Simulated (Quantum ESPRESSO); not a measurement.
# Magnetic state of CuWO4 from several starts, part 3 of 3

A self-consistent run ends on one state, which hangs on the start. Several orders of CuWO4 are started in Quantum ESPRESSO and their energies compared.

Quantum ESPRESSO 7.5; PBEsol with U = 6 eV on Cu d (ortho-atomic projectors); plane waves with GBRV 1.5 PBEsol potentials, no spin-orbit coupling.

So far, absolute magnetization (μB): step 2 (run 1 (ferro ++)) 2.13; step 3 (run 2 (antiferro +−)) 1.93; step 5 (the lowest state again, with its states saved) 1.93.

**6. Löwdin moments**

Level of this step: PBEsol with U = 6 eV on Cu d (ortho-atomic projectors); plane waves with GBRV 1.5 PBEsol potentials, no spin-orbit coupling, projections on orthogonalised atomic orbitals (Quantum ESPRESSO).

projwfc.x projects the saved states on orthogonalised atomic orbitals of the pseudopotential files.

The log of the run:

```text
[banner, memory and clock lines left out]
Program PROJWFC v.7.5 starts

     [... lines left out ...]
     IMPORTANT: XC functional enforced from input :
     Exchange-correlation= PBESOL
                           (   1   4  10   8   0   0   0)
     Any further DFT definition will be discarded
     Please, verify this is what you really want

     G-vector sticks info

     Check: negative core charge=   -0.000002

     negative rho (up, down):  6.395E-02 6.395E-02

     Gaussian broadening (read from input): ngauss,degauss=   0    0.010000

     Calling projwave ....

  Problem Sizes
  natomwfc =           84
  nbnd     =           77
  nkstot   =           72
  npwx     =         3830
  nkb      =          192

     Atomic states used for projection
     (read from pseudopotential files):

     state #   1: atom   1 (Cu1), wfc  1 (l=0 m= 1)
     state #   2: atom   1 (Cu1), wfc  2 (l=1 m= 1)
     state #   3: atom   1 (Cu1), wfc  2 (l=1 m= 2)
     state #   4: atom   1 (Cu1), wfc  2 (l=1 m= 3)
     state #   5: atom   1 (Cu1), wfc  3 (l=2 m= 1)
     state #   6: atom   1 (Cu1), wfc  3 (l=2 m= 2)
     state #   7: atom   1 (Cu1), wfc  3 (l=2 m= 3)
     state #   8: atom   1 (Cu1), wfc  3 (l=2 m= 4)
     state #   9: atom   1 (Cu1), wfc  3 (l=2 m= 5)
     state #  10: atom   1 (Cu1), wfc  4 (l=0 m= 1)
     state #  11: atom   1 (Cu1), wfc  5 (l=1 m= 1)
     state #  12: atom   1 (Cu1), wfc  5 (l=1 m= 2)
     state #  13: atom   1 (Cu1), wfc  5 (l=1 m= 3)
     state #  14: atom   2 (Cu2), wfc  1 (l=0 m= 1)
     state #  15: atom   2 (Cu2), wfc  2 (l=1 m= 1)
     state #  16: atom   2 (Cu2), wfc  2 (l=1 m= 2)
     state #  17: atom   2 (Cu2), wfc  2 (l=1 m= 3)
     state #  18: atom   2 (Cu2), wfc  3 (l=2 m= 1)
     state #  19: atom   2 (Cu2), wfc  3 (l=2 m= 2)
     state #  20: atom   2 (Cu2), wfc  3 (l=2 m= 3)
     state #  21: atom   2 (Cu2), wfc  3 (l=2 m= 4)
     state #  22: atom   2 (Cu2), wfc  3 (l=2 m= 5)
     state #  23: atom   2 (Cu2), wfc  4 (l=0 m= 1)
     state #  24: atom   2 (Cu2), wfc  5 (l=1 m= 1)
     state #  25: atom   2 (Cu2), wfc  5 (l=1 m= 2)
     state #  26: atom   2 (Cu2), wfc  5 (l=1 m= 3)
     state #  27: atom   3 (W  ), wfc  1 (l=0 m= 1)
     state #  28: atom   3 (W  ), wfc  2 (l=1 m= 1)
     state #  29: atom   3 (W  ), wfc  2 (l=1 m= 2)
     state #  30: atom   3 (W  ), wfc  2 (l=1 m= 3)
     state #  31: atom   3 (W  ), wfc  3 (l=2 m= 1)
     state #  32: atom   3 (W  ), wfc  3 (l=2 m= 2)
     state #  33: atom   3 (W  ), wfc  3 (l=2 m= 3)
     state #  34: atom   3 (W  ), wfc  3 (l=2 m= 4)
     state #  35: atom   3 (W  ), wfc  3 (l=2 m= 5)
     state #  36: atom   3 (W  ), wfc  4 (l=0 m= 1)
     state #  37: atom   3 (W  ), wfc  5 (l=1 m= 1)
     state #  38: atom   3 (W  ), wfc  5 (l=1 m= 2)
     state #  39: atom   3 (W  ), wfc  5 (l=1 m= 3)
     state #  40: atom   4 (W  ), wfc  1 (l=0 m= 1)
     state #  41: atom   4 (W  ), wfc  2 (l=1 m= 1)
     state #  42: atom   4 (W  ), wfc  2 (l=1 m= 2)
     state #  43: atom   4 (W  ), wfc  2 (l=1 m= 3)
     state #  44: atom   4 (W  ), wfc  3 (l=2 m= 1)
     state #  45: atom   4 (W  ), wfc  3 (l=2 m= 2)
     state #  46: atom   4 (W  ), wfc  3 (l=2 m= 3)
     state #  47: atom   4 (W  ), wfc  3 (l=2 m= 4)
     state #  48: atom   4 (W  ), wfc  3 (l=2 m= 5)
     state #  49: atom   4 (W  ), wfc  4 (l=0 m= 1)
     state #  50: atom   4 (W  ), wfc  5 (l=1 m= 1)
     state #  51: atom   4 (W  ), wfc  5 (l=1 m= 2)
     state #  52: atom   4 (W  ), wfc  5 (l=1 m= 3)
     state #  53: atom   5 (O  ), wfc  1 (l=0 m= 1)
     state #  54: atom   5 (O  ), wfc  2 (l=1 m= 1)
     state #  55: atom   5 (O  ), wfc  2 (l=1 m= 2)
     state #  56: atom   5 (O  ), wfc  2 (l=1 m= 3)
     state #  57: atom   6 (O  ), wfc  1 (l=0 m= 1)
     state #  58: atom   6 (O  ), wfc  2 (l=1 m= 1)
     state #  59: atom   6 (O  ), wfc  2 (l=1 m= 2)
     state #  60: atom   6 (O  ), wfc  2 (l=1 m= 3)
     state #  61: atom   7 (O  ), wfc  1 (l=0 m= 1)
     state #  62: atom   7 (O  ), wfc  2 (l=1 m= 1)
[...]
spin down    =   9.5971, s =  1.1965,
                 spin down    =   9.5971, p =  3.4585, pz=  1.1466, px=  1.1507, py=  1.1612,
                 spin down    =   9.5971, d =  4.9421, dz2=  0.9895, dxz=  0.9868, dyz=  0.9877, dx2-y2=  0.9901, dxy=  0.9879,
                 polarization =  -0.7310, s =  0.0004, p =  0.0006, d = -0.7320,
     Atom #   3: total charge =  13.0698, s =  2.4008, p =  6.9308, d =  3.7383,
                 spin up      =   6.5295, s =  1.2002,
                 spin up      =   6.5295, p =  3.4649, pz=  1.1562, px=  1.1560, py=  1.1528,
                 spin up      =   6.5295, d =  1.8644, dz2=  0.3611, dxz=  0.3738, dyz=  0.3674, dx2-y2=  0.3755, dxy=  0.3865,
                 spin down    =   6.5404, s =  1.2006,
                 spin down    =   6.5404, p =  3.4658, pz=  1.1578, px=  1.1556, py=  1.1524,
                 spin down    =   6.5404, d =  1.8739, dz2=  0.3682, dxz=  0.3819, dyz=  0.3654, dx2-y2=  0.3750, dxy=  0.3834,
                 polarization =  -0.0109, s = -0.0004, p = -0.0009, d = -0.0096,
     Atom #   4: total charge =  13.0698, s =  2.4008, p =  6.9308, d =  3.7383,
                 spin up      =   6.5403, s =  1.2006,
                 spin up      =   6.5403, p =  3.4658, pz=  1.1578, px=  1.1556, py=  1.1524,
                 spin up      =   6.5403, d =  1.8739, dz2=  0.3682, dxz=  0.3819, dyz=  0.3654, dx2-y2=  0.3750, dxy=  0.3834,
                 spin down    =   6.5294, s =  1.2002,
                 spin down    =   6.5294, p =  3.4649, pz=  1.1562, px=  1.1560, py=  1.1528,
                 spin down    =   6.5294, d =  1.8643, dz2=  0.3611, dxz=  0.3738, dyz=  0.3674, dx2-y2=  0.3755, dxy=  0.3865,
                 polarization =   0.0109, s =  0.0004, p =  0.0009, d =  0.0096,
     Atom #   5: total charge =   6.2513, s =  1.6288, p =  4.6224, d =  0.0000,
                 spin up      =   3.1075, s =  0.8112,
                 spin up      =   3.1075, p =  2.2963, pz=  0.7735, px=  0.7696, py=  0.7531,
                 spin up      =   3.1075, d =  0.0000, dz2=  0.0000, dxz=  0.0000, dyz=  0.0000, dx2-y2=  0.0000, dxy=  0.0000,
                 spin down    =   3.1438, s =  0.8177,
                 spin down    =   3.1438, p =  2.3261, pz=  0.7746, px=  0.7799, py=  0.7716,
                 spin down    =   3.1438, d =  0.0000, dz2=  0.0000, dxz=  0.0000, dyz=  0.0000, dx2-y2=  0.0000, dxy=  0.0000,
                 polarization =  -0.0363, s = -0.0065, p = -0.0298, d =  0.0000,
     Atom #   6: total charge =   6.2513, s =  1.6288, p =  4.6224, d =  0.0000,
                 spin up      =   3.1438, s =  0.8177,
                 spin up      =   3.1438, p =  2.3261, pz=  0.7746, px=  0.7799, py=  0.7716,
                 spin up      =   3.1438, d =  0.0000, dz2=  0.0000, dxz=  0.0000, dyz=  0.0000, dx2-y2=  0.0000, dxy=  0.0000,
                 spin down    =   3.1075, s =  0.8112,
                 spin down    =   3.1075, p =  2.2963, pz=  0.7735, px=  0.7696, py=  0.7531,
                 spin down    =   3.1075, d =  0.0000, dz2=  0.0000, dxz=  0.0000, dyz=  0.0000, dx2-y2=  0.0000, dxy=  0.0000,
                 polarization =   0.0363, s =  0.0065, p =  0.0298, d =  0.0000,
     Atom #   7: total charge =   6.3651, s =  1.5919, p =  4.7732, d =  0.0000,
                 spin up      =   3.1997, s =  0.7991,
                 spin up      =   3.1997, p =  2.4006, pz=  0.8034, px=  0.8072, py=  0.7900,
                 spin up      =   3.1997, d =  0.0000, dz2=  0.0000, dxz=  0.0000, dyz=  0.0000, dx2-y2=  0.0000, dxy=  0.0000,
                 spin down    =   3.1654, s =  0.7929,
                 spin down    =   3.1654, p =  2.3726, pz=  0.7915, px=  0.7987, py=  0.7824,
                 spin down    =   3.1654, d =  0.0000, dz2=  0.0000, dxz=  0.0000, dyz=  0.0000, dx2-y2=  0.0000, dxy=  0.0000,
                 polarization =   0.0343, s =  0.0062, p =  0.0281, d =  0.0000,
     Atom #   8: total charge =   6.3651, s =  1.5919, p =  4.7732, d =  0.0000,
                 spin up      =   3.1654, s =  0.7929,
                 spin up      =   3.1654, p =  2.3726, pz=  0.7915, px=  0.7987, py=  0.7824,
                 spin up      =   3.1654, d =  0.0000, dz2=  0.0000, dxz=  0.0000, dyz=  0.0000, dx2-y2=  0.0000, dxy=  0.0000,
                 spin down    =   3.1997, s =  0.7991,
                 spin down    =   3.1997, p =  2.4006, pz=  0.8034, px=  0.8072, py=  0.7900,
                 spin down    =   3.1997, d =  0.0000, dz2=  0.0000, dxz=  0.0000, dyz=  0.0000, dx2-y2=  0.0000, dxy=  0.0000,
                 polarization =  -0.0343, s = -0.0062, p = -0.0281, d =  0.0000,
     Atom #   9: total charge =   6.3170, s =  1.6008, p =  4.7162, d =  0.0000,
                 spin up      =   3.1537, s =  0.8008,
                 spin up      =   3.1537, p =  2.3529, pz=  0.7861, px=  0.8035, py=  0.7633,
                 spin up      =   3.1537, d =  0.0000, d
```

Elapsed: 5.4 s, on 4 MPI ranks of Intel Xeon Platinum 8375C at 2.90GHz (Ice Lake), shared host; peak memory 0.46 GiB.

```
atom  moment in the sphere (μB)  Löwdin moment (μB)  Löwdin charge (e)
 Cu1                      0.737               0.731             18.463
 Cu2                     -0.737              -0.731             18.463
  W3                     -0.004              -0.011             13.070
  W4                      0.004               0.011             13.070
  O5                     -0.031              -0.036              6.251
  O6                      0.031               0.036              6.251
  O7                      0.027               0.034              6.365
  O8                     -0.027              -0.034              6.365
  O9                     -0.007              -0.010              6.317
 O10                      0.007               0.010              6.317
 O11                     -0.002              -0.001              6.364
 O12                      0.002               0.001              6.364
```

**7. Occupations of the corrected shells in the lowest state**

Occupations of the Hubbard shells:

| block | type | shell | spin | electrons | occupation numbers |
| --- | --- | --- | --- | --- | --- |
| 1 | Cu1 | 3d | up | 4.942 | 0.984 0.987 0.990 0.990 0.991 |
| 1 | Cu1 | 3d | down | 4.21 | 0.267 0.981 0.987 0.988 0.988 |
| 2 | Cu2 | 3d | up | 4.21 | 0.267 0.981 0.987 0.988 0.988 |
| 2 | Cu2 | 3d | down | 4.942 | 0.984 0.987 0.990 0.990 0.991 |

**8. Results**

```
lowest state found      : antiferromagnetic (from antiferro +-)
largest site moment     : 0.737 μB
next state with moments : ferromagnetic, 3.88 meV a seeded atom higher
```

**Reading.** The largest moment reads 0.74 μB in the sphere and 0.73 μB by Löwdin projection; a site moment hangs on how space is shared out. Only these 2 starts were compared; other wavevectors, canted and longer-period orders were not.

[Logs and program files are shortened in this print: banners, set-up blocks, solver, clock and traceback lines can be left out without a mark of their own.]

[Logs are printed without paths, hosts, clocks, repeated set-up lines and the standing remarks that a program may print on its own settings, such as how far it seeks lower states.]

[Hosts, paths, dates, database ids (printed as entryN), source tags and the programs' standing remarks are cut or masked in the printed files.]

[Where a cell is said to come from a database of computed structures, the database is the Materials Project.]
